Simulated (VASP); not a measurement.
# Sc (P6_3/mmc) in VASP: notebook

Runs on Sc. Level: revPBE+D3(BJ). Tasks: relaxation of cell and atoms, electrostatic potential.

All numbers are computed with VASP 6.6.1; they aren't measurements. Logs are shortened: lines on timing, memory, paths and dates and some standing lists are left out, and cuts for length are marked.

## (1) The crystal as given

Symmetry: P6_3/mmc, No. 194, hexagonal system. The conventional cell has a = 3.270 Å, b = 3.270 Å, c = 5.090 Å, α = 90.00°, β = 90.00°, γ = 120.00°. Sc (site symmetry -6m2) is surrounded by 12 Sc at 3.17 to 3.27 Å.

The cell was built by a generator and needn't be a form met in nature.

## (2) Relaxation of cell and atoms, revPBE+D3(BJ)

File INCAR:

```
SYSTEM = Sc
PREC = Accurate ; ENCUT = 600
EDIFF = 1E-6 ; ISMEAR = 1
SIGMA = 0.1 ; LREAL = .False.
LASPH = .True. ; NELM = 120
ALGO = Normal ; ISIF = 3
LWAVE = .False. ; LCHARG = .False.
GGA = RE ; IVDW = 12
IBRION = 2 ; NSW = 40
EDIFFG = -0.005
```

File KPOINTS:

```
regular mesh
0
Gamma
  14 14 8
  0 0 0
```

File POSCAR:

```
Sc
1.0
    3.2700000000      0.0000000000      0.0000000000
   -1.6350000000      2.8319030700      0.0000000000
    0.0000000000      0.0000000000      5.0900000000
Sc
2
Direct
    0.3333333300      0.6666666700      0.2500000000
    0.6666666700      0.3333333300      0.7500000000
```

Potentials or basis: VASP PAW PBE potentials, release 64 (Sc_sv).

Launch:

```sh
cat potpaw_PBE.64/Sc_sv/POTCAR > POTCAR
mpirun -np 1 vasp_std > vasp.out
```

OUTCAR:

```text
SYSTEM = Sc
   PREC = Accurate
   ENCUT = 600
   EDIFF = 1E-6
   ISMEAR = 1
   LREAL = .False.
   LASPH = .True.
   NELM = 120
   ISIF = 3
   GGA = RE
   IVDW = 12
   IBRION = 2
   NSW = 40
   EDIFFG = -0.005
 IVDW          = 12

 ion  position               nearest neighbor table
   1  0.333  0.667  0.250-   2 3.17   2 3.17   2 3.17   2 3.17   2 3.17   2 3.17
   2  0.667  0.333  0.750-   1 3.17   1 3.17   1 3.17   1 3.17   1 3.17   1 3.17

  LATTYP: Found a hexagonal cell.
 ALAT       =     3.2700000000
 C/A-ratio  =     1.5565749235

  Lattice vectors:

 A1 = (   3.2700000000,   0.0000000000,   0.0000000000)
 A2 = (  -1.6350000000,   2.8319030700,   0.0000000000)
 A3 = (   0.0000000000,   0.0000000000,   5.0900000000)

Analysis of symmetry for initial positions (statically):
=====================================================================
 Subroutine PRICEL returns:
 Original cell was already a primitive cell.

 Routine SETGRP: Setting up the symmetry group for a
 hexagonal supercell.

 Subroutine GETGRP returns: Found 24 space group operations
 (whereof 12 operations were pure point group operations)
 out of a pool of 24 trial point group operations.

The static configuration has the point symmetry D_3d.
 The point group associated with its full space group is D_6h.

Analysis of symmetry for dynamics (positions and initial velocities):
=====================================================================
 Subroutine PRICEL returns:
 Original cell was already a primitive cell.

 Routine SETGRP: Setting up the symmetry group for a
 hexagonal supercell.

 Subroutine GETGRP returns: Found 24 space group operations
 (whereof 12 operations were pure point group operations)
 out of a pool of 24 trial point group operations.

The dynamic configuration has the point symmetry D_3d.
 The point group associated with its full space group is D_6h.

 Subroutine INISYM returns: Found 24 space group operations
 (whereof 12 operations are pure point group operations),
 and found     1 'primitive' translations

----------------------------------------------------------------------------------------

                                     Primitive cell

  volume of cell :      47.1350

  direct lattice vectors                    reciprocal lattice vectors
     3.270000000  0.000000000  0.000000000     0.305810398  0.176559715  0.000000000
    -1.635000000  2.831903070  0.000000000     0.000000000  0.353119431  0.000000000
     0.000000000  0.000000000  5.090000000     0.000000000  0.000000000  0.196463654

  length of vectors
     3.270000000  3.270000000  5.090000000     0.353119431  0.353119431  0.196463654

[... 79 lines left out ...]
   NELM   =    120;   NELMIN=  2; NELMDL= -5     # of ELM steps
   EDIFF  = 0.1E-05   stopping-criterion for ELM
   LREAL  =      F    real-space projection
   EDIFFG = -.5E-02   stopping-criterion for IOM
   NSW    =     40    number of steps for IOM
   IBRION =      2    ionic relax: 0-MD 1-quasi-New 2-CG
   NFREE  =      1    steps in history (QN), initial steepest desc. (CG)
   ISIF   =      3    stress and relaxation
   ISYM   =      2    0-nonsym 1-usesym 2-fastsym
   POTIM  = 0.5000    time-step for ionic-motion
   TEBEG  =    0.0;   TEEND  =   0.0 temperature during run
   PSTRESS=    0.0 pullay stress
   NELECT =      22.0000    total number of electrons
   NUPDOWN=      -1.0000    fix difference up-down
   EMIN   =  10.00;   EMAX   =-10.00  energy-range for DOS
   EFERMI =   0.00;   METHOD = LEGACY
   ISMEAR =     1;   SIGMA  =   0.10  broadening in eV -4-tet -1-fermi 0-gaus
   EFERMI_NEDOS =   21; number of points for ismear=-14 and -15
   IALGO  =     38    algorithm
   IMIX   =      4    mixing-type and parameters
     AMIX     =   0.40;   BMIX     =  1.00
     AMIX_MAG =   1.60;   BMIX_MAG =  1.00
  volume/ion in A,a.u.               =      23.57       159.04
  Fermi-wavevector in a.u.,A,eV,Ry     =   1.269895  2.399753 21.941202  1.612633
  Thomas-Fermi vector in A             =   2.402911
   LORBIT       =      0    0 simple, 1 ext, 2 COOP (PROOUT), +10 PAW based schemes
   GGA     = RE    functional components
   LHFCALC =     F    Hartree Fock is set to
   AEXX    =    0.0000 exact exchange contribution
   IVDW    =    12    specifies the selected vdW correction
   LEPSILON=     F    determine dielectric tensor
   LRPA    =     F    only Hartree local field effects (RPA)
 conjugate gradient relaxation of ions
 non-spin polarized calculation
 Methfessel and Paxton  Order N= 1 SIGMA  =   0.10
  energy-cutoff  :      600.00
  volume of cell :       47.14
 maximum number of plane-waves:      1616
 NGX is ok and might be reduce to    28
   NGX = 13   NGY = 13   NGZ = 21

--------------------------------------- Ionic step        1  -------------------------------------------

 number of electron      21.9999999 magnetization

 Free energy of the ion-electron system (eV)
  ---------------------------------------------------
  ext. energy  EPLUGINS =         0.00000000
  ---------------------------------------------------
  free energy    TOTEN  =       -11.94912250 eV

  energy without entropy =      -11.95056580  energy(sigma->0) =      -11.94960360

 E-fermi :   4.0363     XC(G=0):  -9.9691

 val. band max:        4.0286537033   @ k =   0.2857   0.0714   0.3750
 cond. band min:       4.0369447454   @ k =   0.2143   0.0000   0.2500
 fundamental gap:      0.0082910421
 Fermi energy:         4.0363097245

 k-point     1 :       0.0000    0.0000    0.0000
  band No.  band energies     occupation
      1     -45.3708      2.00000
      2     -45.2857      2.00000
      3     -24.1909      2.00000
      4     -23.7958      2.00000
      5     -23.7958      2.00000
      6     -23.7196      2.00000
      7     -23.7196      2.00000
      8     -23.6889      2.00000
      9      -1.1835      2.00000
     10       2.3447      2.00000
     11       4.7271     -0.00000
     12       5.6927     -0.00000
     13       5.6927     -0.00000
     14       5.9721     -0.00000
[... 614 lines left out ...]
--------------------------------------- Ionic step        6  -------------------------------------------

 number of electron      22.0000002 magnetization

 Free energy of the ion-electron system (eV)
  ---------------------------------------------------
  ext. energy  EPLUGINS =         0.00000000
  ---------------------------------------------------
  free energy    TOTEN  =       -11.92265418 eV

  energy without entropy =      -11.92435781  energy(sigma->0) =      -11.92322206

 E-fermi :   4.1489     XC(G=0): -10.0454

 val. band max:        4.1473738099   @ k =   0.2143   0.0000   0.2500
 cond. band min:       4.1574385758   @ k =   0.3571   0.2857   0.5000
 fundamental gap:      0.0100647659
 Fermi energy:         4.1488572872

 k-point     1 :       0.0000    0.0000    0.0000
  band No.  band energies     occupation
      1     -45.2090      2.00000
      2     -45.1155      2.00000
      3     -24.0503      2.00000
      4     -23.6282      2.00000
      5     -23.6282      2.00000
      6     -23.5458      2.00000
      7     -23.5458      2.00000
      8     -23.5118      2.00000
      9      -1.1018      2.00000
     10       2.4370      2.00000
     11       4.9216     -0.00000
     12       5.8240     -0.00000
     13       5.8240     -0.00000
     14       6.1391     -0.00000
[... 448 lines left out ...]
  FREE ENERGIE OF THE ION-ELECTRON SYSTEM (eV)
  ---------------------------------------------------
  free  energy   TOTEN  =       -13.4439952660 eV

  energy  without entropy=      -13.4456988991  energy(sigma->0) =      -13.44456314

 reached required accuracy - stopping structural energy minimisation
```

CONTCAR:

```text
Sc
   1.00000000000000
     3.2542340918426653    0.0000000000000000    0.0000000000000000
    -1.6271170459213327    2.8182493930274535    0.0000000000000000
    -0.0000000000000000   -0.0000000000000000    5.0442853201285915
  Sc
     2
Direct
     0.3333333300000021    0.6666666699999979    0.2500000000000000
     0.6666666699999979    0.3333333300000021    0.7500000000000000

  0.00000000E+00  0.00000000E+00  0.00000000E+00
  0.00000000E+00  0.00000000E+00  0.00000000E+00
```

Run time: 2.7 min. Hardware: 1 thread of Intel Xeon Platinum 8488C (Sapphire Rapids), shared host; peak memory 0.25 GiB.

What came out:

```yaml
Free_energy: -13.4440 eV
Relaxed_volume: 23.13 Å³/atom
Relaxed_cell: a = 3.254 Å, b = 3.254 Å, c = 5.044 Å, α = 90.00°, β = 90.00°, γ = 120.00°
Space_group_after_relaxing_to_0.05_Å: P6_3/mmc (No. 194)
Energy_gained_by_relaxing: 1.4 meV/atom
Ionic_steps: 6
Pressure_after_relaxing: 0.0 GPa
Band_gap_on_the_k_mesh: none (metal or under the smearing width)
Dispersion_energy_per_atom: -0.761 eV
```

Step by step:
| step | energy change (eV) | largest force (eV/Å) | pressure (GPa) | volume (Å³) |
| --- | --- | --- | --- | --- |
| 1 | 0.0000 | 0.0000 | -1.03 | 47.14 |
| 2 | -0.0027 | 0.0000 | 0.22 | 46.11 |
| 3 | -0.0028 | 0.0000 | 0.00 | 46.27 |
| 4 | -0.0028 | 0.0000 | 0.01 | 46.26 |
| 5 | -0.0029 | 0.0000 | 0.02 | 46.26 |
| 6 | -0.0029 | 0.0000 | 0.01 | 46.26 |

Final structure:
```
Sc
1.0
     3.25423    0.00000    0.00000
    -1.62712    2.81825    0.00000
     0.00000    0.00000    5.04429
Sc
2
Cartesian
  0.0000 1.8788 1.2611
  1.6271 0.9394 3.7832
```

Caveat: the PAW data sets were made with another functional, which shifts forces and pressure a little; pairwise dispersion overbinds metals, which lowers pressure and volume.

## (3) Electrostatic potential, revPBE+D3(BJ)

This run uses another cell than the first one, of 23.13 Å³/atom, 0.981 times its volume.

File INCAR:

```
SYSTEM = Sc
PREC = Accurate
ENCUT = 520
EDIFF = 1E-6
ISMEAR = 1
SIGMA = 0.1
LREAL = .False.
LASPH = .True.
NELM = 100
ALGO = Normal
ISIF = 2
LWAVE = .False.
LCHARG = .True.
GGA = RE
IVDW = 12
LVHAR = .True.
```

KPOINTS is that of step 2.

File POSCAR:

```
Sc                                      
1.0
    3.2542340918      0.0000000000      0.0000000000
   -1.6271170459      2.8182493930      0.0000000000
   -0.0000000000     -0.0000000000      5.0442853201
  Sc            
     2
Direct
     0.3333333300000021    0.6666666699999979    0.2500000000000000
     0.6666666699999979    0.3333333300000021    0.7500000000000000
```

Potentials or basis: VASP PAW PBE potentials, release 64 (Sc_sv).

Launch:

```sh
cat potpaw_PBE.64/Sc_sv/POTCAR > POTCAR
mpirun -np 1 vasp_std > vasp.out
```

Wall time 29 s (1 thread of Intel Xeon Platinum 8488C (Sapphire Rapids), shared host); peak memory 0.21 GiB.

It converged, with:

```
Free energy                : -13.4428 eV
Pressure                   : -0.1 GPa
Band gap on the k mesh     : none (metal or under the smearing width)
Dispersion energy per atom : -0.761 eV
```

Levels at points of the mesh, in eV from the Fermi level:
```tsv
k point	band 8	band 9	band 10	band 11	band 12	band 13	band 14	band 15
(0.00, 0.00, 0.00)	-27.66	-5.25	-1.71	0.77	1.68	1.68	1.99	2.18
(0.50, 0.00, 0.00)	-27.74	-1.65	-1.14	-0.75	-0.34	1.39	1.41	2.02
(0.00, 0.00, 0.50)	-27.74	-3.62	-3.62	1.04	1.04	1.58	1.58	1.58
(0.50, 0.00, 0.50)	-27.79	-1.56	-1.56	0.08	0.08	1.40	1.40	2.51
```

Caveat: the PAW data sets were made with another functional, which shifts forces and pressure a little; pairwise dispersion overbinds metals, which lowers pressure and volume.
